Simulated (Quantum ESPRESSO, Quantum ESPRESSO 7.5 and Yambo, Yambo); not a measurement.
## A GW chain in Yambo: KCl (Sylvite)

How does a plane-wave GW calculation on KCl (Sylvite) run from the first input to the gap?

Calculated with Quantum ESPRESSO 7.5 and Yambo 5.3.0; PBE and many-body steps on it, plane waves.

## (1) The structure

Symmetry: Fm-3m, No. 225, cubic system. The conventional cell has a = 6.293 Å, b = 6.293 Å, c = 6.293 Å, α = 90.00°, β = 90.00°, γ = 90.00°. Nearest to K lie 6 Cl at 3.15 Å. Nearest to Cl lie 6 K at 3.15 Å. Farther neighbours and most contacts between anions are not listed.

The cell and positions come from the Crystallography Open Database and are kept as given unless a step says otherwise.

## (2) Ground state

This step: Quantum ESPRESSO 7.5; DFT, PBE, plane waves, norm-conserving pseudopotentials.

The ground-state density comes first.

The input, pw.in:

```
&control
  calculation = 'scf'
  prefix = 'x'
  outdir = 'o'
  pseudo_dir = 'pseudo'
/
&system
  ibrav = 0
  nat = 2
  ntyp = 2
  ecutwfc = 66.0
  nbnd = 13
  force_symmorphic = .true.
/
&electrons
  conv_thr = 1e-10
  electron_maxstep = 80
  mixing_beta = 0.5
/
ATOMIC_SPECIES
  K 39.098 K.upf
  Cl 35.45 Cl.upf
CELL_PARAMETERS angstrom
  -0.0000000000 3.1464700000 3.1464700000
  3.1464700000 0.0000000000 3.1464700000
  3.1464700000 3.1464700000 -0.0000000000
ATOMIC_POSITIONS crystal
  K 0.0000000000 0.0000000000 0.0000000000
  Cl 0.5000000000 0.5000000000 0.5000000000
K_POINTS automatic
  6 6 6 0 0 0
```

Launch:

```console
OMP_NUM_THREADS=1 mpirun -n 4 pw.x -nk 4 -in pw.in > pw.out
```

What it wrote:

```text
Program PWSCF v.7.5 starts

     This program is part of the open-source Quantum ESPRESSO suite
     for quantum simulation of materials; please cite
         "P. Giannozzi et al., J. Phys.:Condens. Matter 21 395502 (2009);
         "P. Giannozzi et al., J. Phys.:Condens. Matter 29 465901 (2017);
         "P. Giannozzi et al., J. Chem. Phys. 152 154105 (2020);
     in publications or presentations arising from this work. More details at
     Message from routine setup:
     using ibrav=0 with symmetry is DISCOURAGED, use correct ibrav instead

     G-vector sticks info

     bravais-lattice index     =            0
     lattice parameter (alat)  =       8.4089  a.u.
     unit-cell volume          =     420.4336 (a.u.)^3
     number of atoms/cell      =            2
     number of atomic types    =            2
     number of electrons       =        16.00
     number of Kohn-Sham states=           13
     kinetic-energy cutoff     =      66.0000  Ry
     charge density cutoff     =     264.0000  Ry
     scf convergence threshold =      1.0E-10
     mixing beta               =       0.5000
     number of iterations used =            8  plain     mixing
     Exchange-correlation= PBE
                           (   1   4   3   4   0   0   0)

     celldm(1)=   8.408867  celldm(2)=   0.000000  celldm(3)=   0.000000
     celldm(4)=   0.000000  celldm(5)=   0.000000  celldm(6)=   0.000000

     crystal axes: (cart. coord. in units of alat)
               a(1) = (  -0.000000   0.707107   0.707107 )
               a(2) = (   0.707107   0.000000   0.707107 )
               a(3) = (   0.707107   0.707107  -0.000000 )

     reciprocal axes: (cart. coord. in units 2 pi/alat)
               b(1) = ( -0.707107  0.707107  0.707107 )
               b(2) = (  0.707107 -0.707107  0.707107 )
               b(3) = (  0.707107  0.707107 -0.707107 )
     Pseudo is Norm-conserving + core correction, Zval =  9.0
     Generated using ONCVPSP code by D. R. Hamann
     Using radial grid of 2222 points,  6 beta functions with:
     Pseudo is Norm-conserving + core correction, Zval =  7.0
     Generated using ONCVPSP code by D. R. Hamann
     Using radial grid of 1028 points,  6 beta functions with:
     K                 9.00    39.09800     K ( 1.00)
     Cl                7.00    35.45000     Cl( 1.00)

     48 Sym. Ops., with inversion, found

   Cartesian axes

     site n.     atom                  positions (alat units)
         1        K      tau(   1) = (   0.0000000   0.0000000   0.0000000  )
         2        Cl     tau(   2) = (   0.7071068   0.7071068   0.7071068  )

     number of k points=    16
                       cart. coord. in units 2pi/alat
        k(    1) = (   0.0000000   0.0000000   0.0000000), wk =   0.0092593
        k(    2) = (   0.1178511   0.1178511  -0.1178511), wk =   0.0740741
        k(    3) = (   0.2357023   0.2357023  -0.2357023), wk =   0.0740741
        k(    4) = (  -0.3535534  -0.3535534   0.3535534), wk =   0.0370370
        k(    5) = (   0.2357023   0.0000000  -0.0000000), wk =   0.0555556
        k(    6) = (   0.3535534   0.1178511  -0.1178511), wk =   0.2222222
        k(    7) = (  -0.2357023  -0.4714045   0.4714045), wk =   0.2222222
        k(    8) = (  -0.1178511  -0.3535534   0.3535534), wk =   0.2222222
        k(    9) = (   0.0000000  -0.2357023   0.2357023), wk =   0.1111111
        k(   10) = (   0.4714045   0.0000000  -0.0000000), wk =   0.0555556
     [... 4 further rows ...]
        k(   15) = (  -0.1178511  -0.3535534   0.5892557), wk =   0.2222222
        k(   16) = (  -0.7071068   0.2357023   0.0000000), wk =   0.1111111

     Dense  grid:    30467 G-vectors     FFT dimensions: (  45,  45,  45)

     Initial potential from superposition of free atoms

     starting charge      15.9808, renormalised to      16.0000
     Starting wfcs are    9 randomized atomic wfcs +    4 random wfcs

     per-process dynamical memory:    25.5 Mb

     Self-consistent Calculation

     iteration #  1     ecut=    66.00 Ry     beta= 0.50

     Threshold (ethr) on eigenvalues was too large:
     Diagonalizing with lowered threshold

     total energy              =     -93.17952685 Ry
     estimated scf accuracy    <       0.07164138 Ry

     iteration #  2     ecut=    66.00 Ry     beta= 0.50

     total energy              =     -93.19588016 Ry
     estimated scf accuracy    <       0.00383766 Ry

     iteration #  3     ecut=    66.00 Ry     beta= 0.50

     total energy              =     -93.19669968 Ry
     estimated scf accuracy    <       0.00086220 Ry

     iteration #  4     ecut=    66.00 Ry     beta= 0.50

     total energy              =     -93.19679294 Ry
     estimated scf accuracy    <       0.00002084 Ry

     iteration #  5     ecut=    66.00 Ry     beta= 0.50

     total energy              =     -93.19680177 Ry
     estimated scf accuracy    <       0.00000163 Ry

     iteration #  6     ecut=    66.00 Ry     beta= 0.50

     total energy              =     -93.19680250 Ry
     estimated scf accuracy    <       0.00000002 Ry

     iteration #  7     ecut=    66.00 Ry     beta= 0.50

     total energy              =     -93.19680251 Ry
     estimated scf accuracy    <       0.00000002 Ry

     iteration #  8     ecut=    66.00 Ry     beta= 0.50

     total energy              =     -93.19680252 Ry
     estimated scf accuracy    <          2.8E-09 Ry

     iteration #  9     ecut=    66.00 Ry     beta= 0.50

     End of self-consistent calculation

          k = 0.0000 0.0000 0.0000 (  3839 PWs)   bands (ev):

   -26.2911 -11.2133  -9.7514  -9.7514  -9.7514   0.9045   0.9045   0.9045
     6.0940   9.2710   9.2710   9.2711  10.1289

          k = 0.1179 0.1179-0.1179 (  3792 PWs)   bands (ev):

   -26.2884 -11.2646  -9.7537  -9.7537  -9.6867   0.5912   0.8189   0.8189
     6.7284   9.1025   9.6125   9.6126  10.4956

          k = 0.2357 0.2357-0.2357 (  3801 PWs)   bands (ev):

   -26.2831 -11.3567  -9.7583  -9.7583  -9.5673   0.0753   0.6567   0.6567
     7.9537   9.1689  10.5379  10.5379  11.4236

          k =-0.3536-0.3536 0.3536 (  3798 PWs)   bands (ev):

     [... further k-points ...]

     highest occupied, lowest unoccupied level (ev):     0.9045    6.0940

!    total energy              =     -93.19680252 Ry
     estimated scf accuracy    <          2.0E-11 Ry

     The total energy is the sum of the following terms:
     one-electron contribution =     -29.53901942 Ry
     hartree contribution      =      19.88440133 Ry
     xc contribution           =     -21.87530438 Ry
     ewald contribution        =     -61.66688005 Ry

     convergence has been achieved in   9 iterations

     XML data file, charge density, pseudopotentials, collected wavefunctions

=------------------------------------------------------------------------------=
   JOB DONE.
=------------------------------------------------------------------------------=
```

Wall time 5.4 s (4 MPI ranks of Arm Neoverse V1, shared host); peak memory 0.24 GiB; 21 s of CPU time.

This step gave:

| Quantity | Value |
| --- | --- |
| total energy | -1268.0071 eV |
| gap | 5.190 eV |
| k of the valence top | 0, 0, 0 |
| k of the conduction bottom | 0, 0, 0 |
| least direct gap | 5.190 eV |

The gap is direct, at Γ.

## (3) Bands along the symmetry lines

Levels along a band path, at the cheap level, show where the edges lie and whether the meshes to come will hold them.

The input, pw.in:

```
&control
  calculation = 'bands'
  prefix = 'x'
  outdir = 'o'
  pseudo_dir = 'pseudo'
/
&system
  ibrav = 0
  nat = 2
  ntyp = 2
  ecutwfc = 66.0
  nbnd = 14
  force_symmorphic = .true.
/
&electrons
  conv_thr = 1e-9
  electron_maxstep = 80
  diago_full_acc = .true.
  diago_thr_init = 5e-6
/
ATOMIC_SPECIES
  K 39.098 K.upf
  Cl 35.45 Cl.upf
CELL_PARAMETERS angstrom
  -0.0000000000 3.1464700000 3.1464700000
  3.1464700000 0.0000000000 3.1464700000
  3.1464700000 3.1464700000 -0.0000000000
ATOMIC_POSITIONS crystal
  K 0.0000000000 0.0000000000 0.0000000000
  Cl 0.5000000000 0.5000000000 0.5000000000
K_POINTS crystal
  50
  0.00000000 0.00000000 0.00000000 1
  0.06250000 0.00000000 0.06250000 1
  0.12500000 0.00000000 0.12500000 1
  0.18750000 0.00000000 0.18750000 1
  0.25000000 0.00000000 0.25000000 1
  0.31250000 0.00000000 0.31250000 1
  0.37500000 0.00000000 0.37500000 1
  0.43750000 0.00000000 0.43750000 1
  0.50000000 0.00000000 0.50000000 1
  0.51562500 0.03125000 0.51562500 1
  0.53125000 0.06250000 0.53125000 1
  0.54687500 0.09375000 0.54687500 1
  0.56250000 0.12500000 0.56250000 1
  0.57812500 0.15625000 0.57812500 1
  0.59375000 0.18750000 0.59375000 1
  0.60937500 0.21875000 0.60937500 1
  0.62500000 0.25000000 0.62500000 1
  0.37500000 0.37500000 0.75000000 1
  0.32812500 0.32812500 0.65625000 1
  0.28125000 0.28125000 0.56250000 1
  0.23437500 0.23437500 0.46875000 1
  0.18750000 0.18750000 0.37500000 1
  0.14062500 0.14062500 0.28125000 1
  0.09375000 0.09375000 0.18750000 1
  0.04687500 0.04687500 0.09375000 1
  0.00000000 0.00000000 0.00000000 1
  0.06250000 0.06250000 0.06250000 1
  0.12500000 0.12500000 0.12500000 1
  0.18750000 0.18750000 0.18750000 1
  0.25000000 0.25000000 0.25000000 1
  0.31250000 0.31250000 0.31250000 1
  0.37500000 0.37500000 0.37500000 1
  0.43750000 0.43750000 0.43750000 1
  0.50000000 0.50000000 0.50000000 1
  0.50000000 0.46875000 0.53125000 1
  0.50000000 0.43750000 0.56250000 1
  0.50000000 0.40625000 0.59375000 1
  0.50000000 0.37500000 0.62500000 1
  0.50000000 0.34375000 0.65625000 1
  0.50000000 0.31250000 0.68750000 1
  0.50000000 0.28125000 0.71875000 1
  0.50000000 0.25000000 0.75000000 1
  0.50000000 0.21875000 0.71875000 1
  0.50000000 0.18750000 0.68750000 1
  0.50000000 0.15625000 0.65625000 1
  0.50000000 0.12500000 0.62500000 1
  0.50000000 0.09375000 0.59375000 1
  0.50000000 0.06250000 0.56250000 1
  0.50000000 0.03125000 0.53125000 1
  0.50000000 0.00000000 0.50000000 1
```

What it wrote:

```text
[banner, memory and clock lines left out]
Program PWSCF v.7.5 starts

     Atomic positions and unit cell read from directory:
     o/x.save/

     Message from routine setup:
     using ibrav=0 with symmetry is DISCOURAGED, use correct ibrav instead

     G-vector sticks info

     bravais-lattice index     =            0
     lattice parameter (alat)  =       8.4089  a.u.
     unit-cell volume          =     420.4336 (a.u.)^3
     number of atoms/cell      =            2
     number of atomic types    =            2
     number of electrons       =        16.00
     number of Kohn-Sham states=           14
     kinetic-energy cutoff     =      66.0000  Ry
     charge density cutoff     =     264.0000  Ry
     Exchange-correlation= PBE
                           (   1   4   3   4   0   0   0)

     celldm(1)=   8.408867  celldm(2)=   0.000000  celldm(3)=   0.000000
     celldm(4)=   0.000000  celldm(5)=   0.000000  celldm(6)=   0.000000

     crystal axes: (cart. coord. in units of alat)
               a(1) = (  -0.000000   0.707107   0.707107 )
               a(2) = (   0.707107   0.000000   0.707107 )
               a(3) = (   0.707107   0.707107  -0.000000 )

     reciprocal axes: (cart. coord. in units 2 pi/alat)
               b(1) = ( -0.707107  0.707107  0.707107 )
               b(2) = (  0.707107 -0.707107  0.707107 )
               b(3) = (  0.707107  0.707107 -0.707107 )
     Pseudo is Norm-conserving + core correction, Zval =  9.0
     Generated using ONCVPSP code by D. R. Hamann
     Using radial grid of 2222 points,  6 beta functions with:
     Pseudo is Norm-conserving + core correction, Zval =  7.0
     Generated using ONCVPSP code by D. R. Hamann
     Using radial grid of 1028 points,  6 beta functions with:
     K                 9.00    39.09800     K ( 1.00)
     Cl                7.00    35.45000     Cl( 1.00)

     48 Sym. Ops., with inversion, found

   Cartesian axes

     site n.     atom                  positions (alat units)
         1        K      tau(   1) = (   0.0000000   0.0000000   0.0000000  )
         2        Cl     tau(   2) = (   0.7071068   0.7071068   0.7071068  )

     number of k points=    50
                       cart. coord. in units 2pi/alat
        k(    1) = (   0.0000000   0.0000000   0.0000000), wk =   0.0400000
        k(    2) = (   0.0000000   0.0883883   0.0000000), wk =   0.0400000
        k(    3) = (   0.0000000   0.1767767   0.0000000), wk =   0.0400000
[...]
[... 38 further rows ...]
        k(   49) = (   0.0441942   0.7071068   0.0000000), wk =   0.0400000
        k(   50) = (   0.0000000   0.7071068   0.0000000), wk =   0.0400000

     Dense  grid:    30467 G-vectors     FFT dimensions: (  45,  45,  45)

     The potential is recalculated from file :
     o/x.save/charge-density

     Starting wfcs are    9 randomized atomic wfcs +    5 random wfcs

     Band Structure Calculation

     End of band structure calculation

          k = 0.0000 0.0000 0.0000 (  3839 PWs)   bands (ev):

   -26.2911 -11.2133  -9.7514  -9.7514  -9.7514   0.9045   0.9045   0.9045
     6.0941   9.2710   9.2710   9.2711  10.1289  10.1289

          k = 0.0000 0.0884 0.0000 (  3795 PWs)   bands (ev):

   -26.2906 -11.2235  -9.7534  -9.7534  -9.7355   0.8263   0.8932   0.8932
     6.2225   9.1543   9.3725   9.3725  10.1594  10.2391

          k = 0.0000 0.1768 0.0000 (  3787 PWs)   bands (ev):

   -26.2890 -11.2461  -9.7594  -9.7594  -9.6999   0.6371   0.8624   0.8624
     6.5628   8.8622   9.6694   9.6694  10.2482  10.5484

          k = 0.0000 0.2652-0.0000 (  3799 PWs)   bands (ev):

[...]
k =-0.0000 0.4419 0.0000 (  3816 PWs)   bands (ev):

[...]
k = 0.0000 0.5303-0.0000 (  3812 PWs)   bands (ev):

[...]
k =-0.0000 0.6187 0.0000 (  3824 PWs)   bands (ev):

[...]
k = 0.5303 0.5303-0.0000 (  3811 PWs)   bands (ev):

[...]
k = 0.1326 0.7071-0.0000 (  3822 PWs)   bands (ev):

[...]
k = 0.0884 0.7071-0.0000 (  3826 PWs)   bands (ev):

[...]
k = 0.0442 0.7071 0.0000 (  3828 PWs)   bands (ev):

   -26.2774 -11.1181  -9.8922  -9.8078  -9.8011   0.2520   0.6713   0.6761
     7.4613   9.2775  10.9166  11.1116  11.4678  12.5497

          k = 0.0000 0.7071 0.0000 (  3812 PWs)   bands (ev):

   -26.2774 -11.1141  -9.8930  -9.8069  -9.8069   0.2489   0.6817   0.6817
     7.4343   9.2443  10.9730  11.0895  11.4859  12.5168

     XML data file, pseudopotentials, collected wavefunctions
```

Elapsed: 6.8 s, on 4 MPI ranks; peak memory 0.22 GiB.

This step gave:

| Property | Result |
| --- | --- |
| gap | 5.190 eV |
| k of the valence top | 0, 0, 0 |
| k of the conduction bottom | 0, 0, 0 |
| least direct gap | 5.190 eV |

The gap is 5.190 eV, as in the run before at this level.

The electronic bands at the labelled points (eV, zero at the top of the highest filled band; v1 is the highest filled band, c1 the lowest empty one):

```
    point      v4     v3     v2     v1    c1    c2     c3     c4
        Γ  -10.66   0.00   0.00   0.00  5.19  8.37   8.37   8.37
  halfway  -10.58  -0.63  -0.13  -0.13  6.64  7.24   9.66   9.84
        X  -10.71  -0.66  -0.22  -0.22  6.53  8.34  10.07  10.19
  halfway  -10.68  -0.63  -0.32  -0.24  6.74  8.60   9.70  10.36
        U  -10.60  -0.56  -0.55  -0.29  7.27  9.07   9.30  10.07
jump to K  -10.60  -0.56  -0.55  -0.29  7.27  9.07   9.30  10.07
  halfway  -10.51  -0.69  -0.24  -0.20  6.89  7.97   9.19   9.85
        Γ  -10.66   0.00   0.00   0.00  5.19  8.37   8.37   8.37
  halfway  -10.53  -0.59  -0.17  -0.17  6.45  8.16   9.11   9.11
        L  -10.42  -1.05  -0.32  -0.32  7.58  8.60  10.50  10.50
  halfway  -10.51  -0.84  -0.40  -0.33  7.84  8.34  10.04  10.14
        W  -10.57  -0.49  -0.47  -0.47  8.03  8.03   9.44   9.85
  halfway  -10.64  -0.61  -0.36  -0.30  6.95  8.80   9.34  10.32
        X  -10.71  -0.66  -0.22  -0.22  6.53  8.34  10.07  10.19
```

The electronic bands as a text plot (rows in eV, shown from -8.0 to 9.2 only):

```
    8.9 |+ ++          +++++    +++++ ++ ++++   +++++       +++
    8.1 |++++      ++++     ++++++++++++++++++++     +++++++   ++
    7.4 |    ++++++      +++  ++               +++++++     ++
    6.7 |     +++++++++++       +           +++              ++++
    6.0 |  +++                   ++++      +
    5.3 |++                          ++++++
    4.6 |
    3.8 |
    3.1 |
    2.4 |
    1.7 |
    1.0 |
    0.3 |*****                     ********
   -0.5 |  **************************    ************************
   -1.2 |                                      ********
   -1.9 |
   -2.6 |
   -3.3 |
   -4.1 |
   -4.8 |
   -5.5 |
   -6.2 |
   -6.9 |
   -7.6 |
         Γ           X  U|K            Γ         L        W     X
```

(Part 1 of 2 ends here.)

[Paths, hosts, dates, memory and timing lines, banners, echoed tables and standing remarks are left out of the program output.]

[Logs are printed without paths, hosts, clocks, repeated set-up lines and the standing remarks that a program may print on its own settings, such as how far it seeks lower states.]

[Runs of the session that timed out or met a known fault of the program may be left out.]

[Hosts, paths, dates, database ids (printed as entryN), source tags and the programs' standing remarks are cut or masked in the printed files.]
